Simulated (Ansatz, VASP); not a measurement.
One calculation of TiCo, two programs

The input INCAR:

```
  PREC = Accurate
  ENCUT = 520
  EDIFF = 1E-7
  ISMEAR = -1
  SIGMA = 0.05
  LREAL = False
  LASPH = True
  NELM = 150
  ALGO = Fast
  ISIF = 2
  LWAVE = False
  LCHARG = False
  ISPIN = 2
  MAGMOM = 2 -1
  LORBIT = 11
  LMAXMIX = 4
  GGA = PS
  NBANDS = 22
```

File KPOINTS:

```
Automatic mesh
0
Gamma
  9 9 9
```

POSCAR

```
TiCo
1.0
    2.9861109900      0.0000000000      0.0000000000
    0.0000000000      2.9861109900      0.0000000000
    0.0000000000      0.0000000000      2.9861109900
Co Ti
1 1
Direct
    0.5000000000      0.5000000000      0.5000000000
    0.0000000000      0.0000000000      0.0000000000
```

input.yaml

```yaml
crystal:
  lattice:
    - [2.98611099, 0.0, 0.0]
    - [0.0, 2.98611099, 0.0]
    - [0.0, 0.0, 2.98611099]
  atoms:
    - { symbol: Co, position: [0.5, 0.5, 0.5], spin: 2.0 }
    - { symbol: Ti, position: [0.0, 0.0, 0.0], spin: -1.0 }
hamiltonian:
  xc: pbesol
  pseudopotentials: { kind: paw }
magnetization:
  spin_polarized: true
kpoints:
  mp_grid: { grid: [9, 9, 9] }
scf:
  occupations: { method: fermi_dirac, width: 0.05 }
output:
  forces: true
  stress: true
  eigenvalues: true
```

The cell comes from a database or a generator and needn't be the stable form of this composition.

Alike in both runs: task single point; functional PBEsol; k mesh 9 × 9 × 9; occupations fermi-dirac, width 0.05 eV; collinear spin.

|  | VASP | Ansatz |
| --- | --- | --- |
| version | VASP 6.6.1 | Ansatz 0.2.0 |
| potentials or method | VASP PAW PBE potentials, release 64 (Co, Ti_sv) | Ansatz PAW |
| plane-wave cutoff (eV) | 520 | 420 |
| valence electrons in the cell | 21 | 29 |

|  | VASP | Ansatz | Ansatz less VASP |
| --- | --- | --- | --- |
| gap on the k mesh at the Fermi level (eV) | none | none | - |
| pressure (GPa) | -8.6 | -8.1 | +0.46 |
| net moment per atom (μB) | 0.34 | 0.36 | +0.021 |
| size of the moment on the site where the two differ most (μB) | 0.74 | 0.79 | +0.056 |

Site moments also hang on the region over which each program counts them. A gap of «none» marks a metal or a gap that the smearing closes. With one functional, cell and mesh, what is left measures potentials, basis and numerics. The two sets of potentials don't hold the same shells in valence.

Caveats: the PAW data sets were made with another functional, which shifts forces and pressure a little (VASP); the PAW data sets come from PBE, with cores solved anew for the run's functional, which leaves a small shift of forces and pressure (Ansatz).
